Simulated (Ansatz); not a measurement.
Crystal: Ti.

```
CELL_PARAMETERS angstrom
-1.64100 1.64100 1.64100
1.64100 -1.64100 1.64100
1.64100 1.64100 -1.64100
ATOMIC_POSITIONS crystal
Ti 0.00000 0.00000 0.00000
```

This isn't the form of Ti at room conditions, which is hcp.

```yaml
Program: Ansatz 0.2.0
Task: relaxation of cell and atoms
Functional: PBEsol
Potentials_or_basis: all-electron LAPW, scalar-relativistic
Basis_error_allowed: 0.001 eV/atom
k_mesh: 11 × 11 × 11
Occupations: fermi-dirac, width 0.05 eV
Spin: no spin polarisation
```

At the start: volume 17.68 Å³/atom.

**Question.** Where does the relaxation end?

**Answer.** Over 5 steps the energy falls by 25.7 meV/atom and the volume is 16.52 Å³/atom (-6.5 %); space group Im-3m (No. 229, to 0.05 Å).

Step by step:
```csv
step,energy change (eV),largest force (eV/Å),volume (Å³)
1,0.0000,0.0000,17.68
2,-0.0043,0.0000,15.56
3,-0.0256,0.0000,16.61
4,-0.0257,0.0000,16.52
5,-0.0257,0.0000,16.52
```

Final structure:
```cif
data_structure
_symmetry_space_group_name_H-M 'P 1'
_symmetry_Int_Tables_number 1
_cell_length_a 2.7791
_cell_length_b 2.7791
_cell_length_c 2.7791
_cell_angle_alpha 109.471
_cell_angle_beta 109.471
_cell_angle_gamma 109.471
_cell_volume 16.52
loop_
_atom_site_label
_atom_site_type_symbol
_atom_site_fract_x
_atom_site_fract_y
_atom_site_fract_z
_atom_site_occupancy
Ti1 Ti 0.00000 0.00000 0.00000 1
```
